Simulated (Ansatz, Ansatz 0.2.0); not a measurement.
# Lattice constant and Co–P bond length of the skutterudite CoP₃ from PBEsol and r2SCAN relaxations

## Starting point

The reference is a diffraction refinement of CoP₃ in the cubic space group Im-3 (2000, Crystallography Open Database entry 1526482). It gives a lattice constant of 7.7112 Å and, from the refined phosphorus positions, a nearest Co–P distance of 2.2254 Å. The cell edge follows from the positions of the reflections. The bond length also needs the phosphorus coordinates, which come from the reflection intensities, so it is the less direct of the two quantities. Neither the sample nor the temperature is given with the values. I take them to describe the unfilled binary compound near room temperature, probably from single-crystal work; that is my own reading and not part of the record.

| compared with | measured | source's wording or label | method |
| --- | --- | --- | --- |
| Co–P distance 1 (Å) | 2.2254 | value in the starting structure, on standard axes | diffraction refinement behind the database entry |
| a (Å) | 7.7112 | value in the starting structure, on standard axes | diffraction refinement behind the database entry |

Conditions are those given with the value in the passage it was taken from; "not stated" means there, and the paper may say more elsewhere. The values are a selection: others may have been left out beforehand as unlike or outlying.

## Choices

The aim is to reproduce the cell edge and the Co–P bond by a full relaxation of the 16-atom primitive cell. Symmetry leaves three quantities free: the lattice constant and two phosphorus coordinates. The bond is therefore a partly separate test, because the CoP₆ octahedra can tilt and change the cell edge without changing their own size. Cobalt is low-spin and trivalent here, so a non-magnetic calculation is appropriate.

I count agreement within 0.5 % as success for both quantities, which is about 0.04 Å in the cell edge and 0.01 Å in the bond. That is close enough to be useful for later work on phonons or bands, and it is about what a good semilocal functional can be asked to deliver in a stiff covalent solid. The calculation describes a static lattice, whereas the measured crystal is expanded by zero-point and thermal motion, by roughly 0.2 to 0.3 % in length for a solid of this kind.

I start with PBEsol, which was built for equilibrium geometries of solids. LDA would cost about the same and usually gives cells too small by about 1 %, so I pass over it. After the first relaxation I will check the k mesh and the potentials, then set a meta-GGA beside the result for scale.

Plain PBE isn't shown in this study.

System: CoP3, skutterudite; Im-3 (No. 204), 16 atoms in the primitive cell; the database structure is a diffraction structure: a = 7.711 Å; structure from the Crystallography Open Database.

On the selection of runs and values: Further runs on this system are not shown.

## 1. PBEsol relaxation of cell and atoms

A PBEsol relaxation with the default cutoff and a 6×6×6 mesh should already be close to the final answer. I expect a cell slightly smaller than the measured one, since thermal and zero-point expansion are absent.

**Run 1.** Ansatz 0.2.0: PBEsol, cell and atoms relaxed from the database structure, PAW set soft_2, cutoff 420 eV (default), 6x6x6 k mesh, Gaussian smearing 0.1 eV.

Key lines of the input:
```
crystal:
  # lattice and atoms
kpoints:
  mp_grid: { grid: [6, 6, 6] }
hamiltonian:
  xc: pbesol
scf:
  occupations: { method: gaussian, width: 0.1 }
output:
  forces: true
  stress: true
relax:
  adjacent_minimum: "off"
  f_tol: 0.005
  max_steps: 60
  cell: { stress_tol: 0.03 }
```

Command:
```
ansatz run input.yaml --threads 8 --pin off --max-ram 16384MiB --backend cpu --events-out ev --progress --plain --runs-dir out
```

Selected lines of the output:
```
relax step   1: F+E_penalty+E_count = -29262.29504932 eV  [...]  max|allowed force component| = 3.233e-1 eV/Å  [...]  P = -4.084 GPa  Ω = 229.264 Å³  (10 SCF iters, dr2 threshold 1.00e-7 [...]
relax step   4: F+E_penalty+E_count = -29262.42966456 eV  [...]  max|allowed force component| = 1.609e-3 eV/Å  [...]  P = +0.010 GPa  Ω = 222.969 Å³  [...]
    - [-3.8199850152762576, 3.8199850152762576, 3.8199850152762576]
```

Converged; 24 s on 8 cores of Arm Neoverse V1, shared host.

| quantity | run 1 | measured | deviation |
| --- | --- | --- | --- |
| Co–P distance 1 (Å) | 2.1948 | 2.2254 | −0.0306 (−1.4 %) |
| a (Å) | 7.6400 | 7.7112 | −0.0712 (−0.9 %) |

PBEsol misses both targets. The cell edge is 0.9 % too short and the bond 1.4 % too short. The sign is the one I expected for a static lattice, but the size is not: thermal and zero-point expansion would account for at most about a third of the error in the cell edge.

The bond has shrunk more than the cell, so this is not a uniform contraction. With the Co–P bonds shortened more than the Co–Co spacing, the Co–P–Co angle at the shared corners must be wider than in the refined structure, and the octahedra are therefore slightly less tilted.

## 2. Denser mesh and other potentials

Before I blame the functional, I repeat the relaxation with an 8×8×8 mesh, and separately with PseudoDojo norm-conserving potentials on the original mesh. CoP₃ has a very small gap or almost none, so the sampling deserves a test. The cobalt potential bears directly on the bond length. I expect the mesh to matter little; a clear shift with the second set of potentials would point to the PAW set.

**Run 2.** Ansatz 0.2.0: PBEsol, cell and atoms relaxed from the database structure, PAW set soft_2, cutoff 420 eV (default), 8x8x8 k mesh, Gaussian smearing 0.1 eV.

Key lines of the input, as changed from run 1:
```diff
  kpoints:
-   mp_grid: { grid: [6, 6, 6] }
+   mp_grid: { grid: [8, 8, 8] }
```

Command:
```
ansatz run input.yaml --threads 4 --pin off --max-ram 16384MiB --backend cpu --events-out ev --progress --plain --runs-dir out
```

Selected lines of the output:
```
relax step   5: F+E_penalty+E_count = -29262.42576964 eV  [...]  max|allowed force component| = 2.320e-3 eV/Å  [...]  P = -0.005 GPa  Ω = 222.963 Å³  [...]
  cell:  # Å, volume = 222.9629 Å³
```

Converged; 66 s on 4 cores of Arm Neoverse V2, shared host.

**Run 3.** Ansatz 0.2.0: PBEsol, PseudoDojo norm-conserving pseudopotentials, cell and atoms relaxed from the database structure, cutoff 1306 eV (default), 6x6x6 k mesh, Gaussian smearing 0.1 eV.

Key lines of the input, as changed from run 1:
```diff
  hamiltonian:
+   pseudopotentials: { kind: nc, accuracy: standard }
```

Selected lines of the output:
```
relax step   5: F+E_penalty+E_count = -18904.63641750 eV  [...]  max|allowed force component| = 1.495e-3 eV/Å  [...]  P = +0.000 GPa  Ω = 222.841 Å³  [...]
  cell:  # Å, volume = 222.8407 Å³
```

Converged; took 3.3 min.

| quantity | run 2 | run 3 | measured |
| --- | --- | --- | --- |
| Co–P distance 1 (Å) | 2.1948 | 2.1940 | 2.2254 |
| a (Å) | 7.6399 | 7.6385 | 7.7112 |

The miss belongs to PBEsol and not to the settings tested. The denser mesh changes the cell edge by 0.0001 Å and leaves the bond where it was. The norm-conserving potentials shorten the cell edge by 0.0015 Å and the bond by 0.0008 Å, both small beside errors of about 0.07 and 0.03 Å, and both in the wrong direction to help.

## 3. The meta-GGA r2SCAN

I now change the functional. r2SCAN also uses the kinetic-energy density, which lets it treat covalent bonds and denser regions differently, where PBEsol has only the density and its gradient. I expect it to lengthen both the cell edge and the Co–P bond. A dispersion correction on top of PBEsol would add attraction and most likely shrink a cell that is already too small, so I leave that out.

**Run 4.** Ansatz 0.2.0: r2SCAN, cell and atoms relaxed from the database structure, PAW set soft_2, cutoff 500 eV (default), 6x6x6 k mesh, Gaussian smearing 0.1 eV.

Key lines of the input, as changed from run 1:
```diff
  hamiltonian:
-   xc: pbesol
+   xc: r2scan
```

Command:
```
ansatz run input.yaml --threads 8 --pin off --max-ram 32768MiB --backend cpu --events-out ev --progress --plain --runs-dir out
```

Selected lines of the output:
```
relax step   3: F+E_penalty+E_count = -29644.37499506 eV  [...]  max|allowed force component| = 2.880e-4 eV/Å  [...]  P = +0.012 GPa  Ω = 227.388 Å³  [...]
  cell:  # Å, volume = 227.3878 Å³
    - [-3.8450536594413314, 3.8450536594413314, 3.8450536594413314]
```

Converged; 31 s on 8 cores of Arm Neoverse V1, shared host.

| quantity | run 4 | measured | deviation |
| --- | --- | --- | --- |
| Co–P distance 1 (Å) | 2.2153 | 2.2254 | −0.0101 (−0.5 %) |
| a (Å) | 7.6901 | 7.7112 | −0.0211 (−0.3 %) |

r2SCAN lengthens both quantities, by 0.0501 Å in the cell edge and about 0.02 Å in the bond compared with PBEsol on the same mesh. The cell edge is now 0.3 % short and meets the target comfortably. The bond is 0.45 % short, a narrow pass with only about 0.001 Å to spare. It is still proportionally shorter than the cell edge, as it was with PBEsol, but the mismatch is smaller.

## 4. Mesh sensitivity and dispersion with r2SCAN

With so little margin in the bond, r2SCAN needs a mesh test of its own, because the PBEsol test does not carry over to it. I repeat the relaxation on a coarser 4×4×4 mesh: a negligible change would suggest that the 6×6×6 result is not sensitive to sampling, though it would not bound the remaining error strictly.

Alongside it I add the rVV10 non-local correlation at the original mesh. Dispersion should pull the atoms slightly closer together, and a contraction of only 0.001 Å would take the bond out of the target.

**Run 5.** Ansatz 0.2.0: r2SCAN, cell and atoms relaxed from the database structure, PAW set soft_2, cutoff 500 eV (default), 4x4x4 k mesh, Gaussian smearing 0.1 eV.

Key lines of the input, as changed from run 4:
```diff
  kpoints:
-   mp_grid: { grid: [6, 6, 6] }
+   mp_grid: { grid: [4, 4, 4] }
```

Selected lines of the output:
```
relax step   3: F+E_penalty+E_count = -29644.37790289 eV  [...]  max|allowed force component| = 1.171e-3 eV/Å  [...]  P = +0.018 GPa  Ω = 227.382 Å³  [...]
  cell:  # Å, volume = 227.3825 Å³
```

Converged; took 15 s.

**Run 6.** Ansatz 0.2.0: r2SCAN+rVV10, cell and atoms relaxed from the database structure, PAW set soft_2, cutoff 500 eV (default), 6x6x6 k mesh, Gaussian smearing 0.1 eV.

Key lines of the input, as changed from run 4:
```diff
  hamiltonian:
+   dispersion: rvv10
```

Selected lines of the output:
```
relax step   5: F+E_penalty+E_count = -29635.00879949 eV  [...]  max|allowed force component| = 6.178e-4 eV/Å  [...]  P = -0.002 GPa  Ω = 226.014 Å³  [...]
  cell:  # Å, volume = 226.0138 Å³
```

Converged; took 42 s.

| quantity | run 5 | run 6 | measured |
| --- | --- | --- | --- |
| Co–P distance 1 (Å) | 2.2157 | 2.2099 | 2.2254 |
| a (Å) | 7.6900 | 7.6746 | 7.7112 |

Going from the 4×4×4 to the 6×6×6 mesh changes the r2SCAN cell edge by 0.0001 Å and shortens the bond by 0.0004 Å. The change in the bond is less than half of its margin to the limit, so the narrow pass holds on both meshes. A mesh denser than 6×6×6 is not shown for r2SCAN.

Adding rVV10 contracts the cell edge by about 0.016 Å and the bond by 0.0054 Å, in the direction I expected but by more than the bond could afford. The bond is now 0.7 % short and misses the target, while the cell edge, just under 0.5 % short, passes narrowly. For this covalent framework the non-local correlation moves both quantities away from the measured values.

## Table of results

| run | settings | Co–P distance 1 (Å) | deviation | a (Å) | deviation | cost |
| --- | --- | --- | --- | --- | --- | --- |
| 1 | PBEsol, PAW set soft_2, cutoff 420 eV (default), 6x6x6 k mesh | 2.1948 | −0.0306 (−1.4 %) | 7.6400 | −0.0712 (−0.9 %) | 3.3 core-min |
| 2 | PBEsol, PAW set soft_2, cutoff 420 eV (default), 8x8x8 k mesh | 2.1948 | −0.0306 (−1.4 %) | 7.6399 | −0.0713 (−0.9 %) | 4.4 core-min |
| 3 | PBEsol, PseudoDojo norm-conserving pseudopotentials, cutoff 1306 eV (default), 6x6x6 k mesh | 2.1940 | −0.0314 (−1.4 %) | 7.6385 | −0.0727 (−0.9 %) | 13 core-min |
| 4 | r2SCAN, PAW set soft_2, cutoff 500 eV (default), 6x6x6 k mesh | 2.2153 | −0.0101 (−0.5 %) | 7.6901 | −0.0211 (−0.3 %) | 4.1 core-min |
| 5 | r2SCAN, PAW set soft_2, cutoff 500 eV (default), 4x4x4 k mesh | 2.2157 | −0.0097 (−0.4 %) | 7.6900 | −0.0212 (−0.3 %) | 1.9 core-min |
| 6 | r2SCAN+rVV10, PAW set soft_2, cutoff 500 eV (default), 6x6x6 k mesh | 2.2099 | −0.0155 (−0.7 %) | 7.6746 | −0.0366 (−0.5 %) | 5.6 core-min |
|  | measured | 2.2254 |  | 7.7112 |  |  |

Further runs on the same system, made beside this series (convergence steps with loose settings among them):

| further | settings | Co–P distance 1 (Å) | deviation | a (Å) | deviation | cost |
| --- | --- | --- | --- | --- | --- | --- |
| F1 | PBEsol+D3(BJ), PAW set soft_2, cutoff 420 eV (default), 6x6x6 k mesh | 2.1746 | −0.0508 (−2.3 %) | 7.5725 | −0.1387 (−1.8 %) | 3.6 core-min |
| F2 | BLYP+D3(BJ), PAW set soft_2, cutoff 420 eV (default), 6x6x6 k mesh | 2.2142 | −0.0112 (−0.5 %) | 7.6848 | −0.0264 (−0.3 %) | 1.9 core-min |
| F3 | LDA, PAW set soft_2, cutoff 420 eV (default), 6x6x6 k mesh | 2.1793 | −0.0461 (−2.1 %) | 7.5928 | −0.1184 (−1.5 %) | 4.7 core-min |
| F4 | PBEsol, PAW set soft_2, cutoff 590 eV, 6x6x6 k mesh | 2.1947 | −0.0307 (−1.4 %) | 7.6396 | −0.0716 (−0.9 %) | 3.9 core-min |
| F5 | PBEsol, PAW set soft_2, cutoff 420 eV (default), 4x4x4 k mesh | 2.1952 | −0.0302 (−1.4 %) | 7.6399 | −0.0713 (−0.9 %) | 99 core-s |
|  | measured | 2.2254 |  | 7.7112 |  |  |

## Judgement

r2SCAN on the 6×6×6 mesh meets both targets, at a cost of about four core-minutes. The cell edge is 0.3 % short and passes clearly; the bond is about 0.45 % short and passes narrowly. BLYP+D3(BJ) misses the bond target by a hair, and that difference is too thin to rank the two.

PBEsol, my first choice, misses both quantities. Mesh, cutoff and potentials each move its results far too little to explain this, and thermal and zero-point expansion cover only a minor part, so most of the error lies with the functional. The change to r2SCAN was the decisive step. LDA gives a still smaller cell, which bears out passing over it. Adding dispersion to PBEsol or r2SCAN shortens both lengths further.

If the refinement was made near room temperature, thermal and zero-point expansion of roughly 0.2 to 0.3 % would account for most or all of r2SCAN's shortfall in the cell edge. That allowance is a rough estimate and is not computed in this report, so the match is consistent with a good static cell but does not prove it. The same allowance leaves the bond about 0.2 % short. Whether that remainder comes from the functional or from the refined phosphorus positions is open, as the sample and temperature are not given with the values.

The narrow pass also has a numerical reservation. The coarser mesh leaves it standing, but a higher cutoff, a denser mesh and other potentials are not shown for r2SCAN, and a narrower smearing width, which could matter with so small a gap, is not shown for any functional. With PBEsol, the change of potentials shortened the bond by 0.0008 Å, and a similar shift here would use up most of the margin. I would use the r2SCAN cell with confidence, and call the bond good to about half a per cent.

[Logs are printed without paths, hosts, clocks, repeated set-up lines and the standing remarks that a program may print on its own settings, such as how far it seeks lower states.]

[The runs shown are a pick from a larger set of finished runs; failed, doubtful and other runs were left out of it ahead of writing. So were measured values far from every level or from commonly accepted values, and agreement can look better than it is. Lines of input and output are excerpts and may be shortened.]
